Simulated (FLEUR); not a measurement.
CdTe:

```xyz
2
Lattice="0.0000 3.2050 3.2050 3.2050 0.0000 3.2050 3.2050 3.2050 0.0000" Properties=species:S:1:pos:R:3 pbc="T T T"
Te    4.8075    4.8075    4.8075
Cd    0.0000    0.0000    0.0000
```

Base run:

```yaml
Program: FLEUR MaX-R8.1 (later development tree)
Functional: revPBE
Potentials_or_basis: all-electron
Basis: FLAPW
Kmax: 3.8 1/bohr
k_mesh: 7 × 7 × 7
Occupations: fermi-dirac, width 0.05 eV
Spin: no spin polarisation
```

Its results: band gap on the k mesh 0.98 eV, direct.

Question: After a change of settings the same cell gave: band gap on the k mesh 0.61 eV, direct. Which change was it?
A. program from FLEUR MaX-R8.1 (later development tree) to FLEUR MaX-R8.1 (patched build s14); functional from revPBE to PW91
B. functional from revPBE to PBE; muffin-tin radii from Te 2.3, Cd 2.56 bohr to Te 2.23, Cd 2.48 bohr
C. functional from revPBE to PZ

Answer: C.

Caveats: spin-orbit coupling is left out, which moves the levels of the heavy elements.

Not every run made on this cell is shown here.
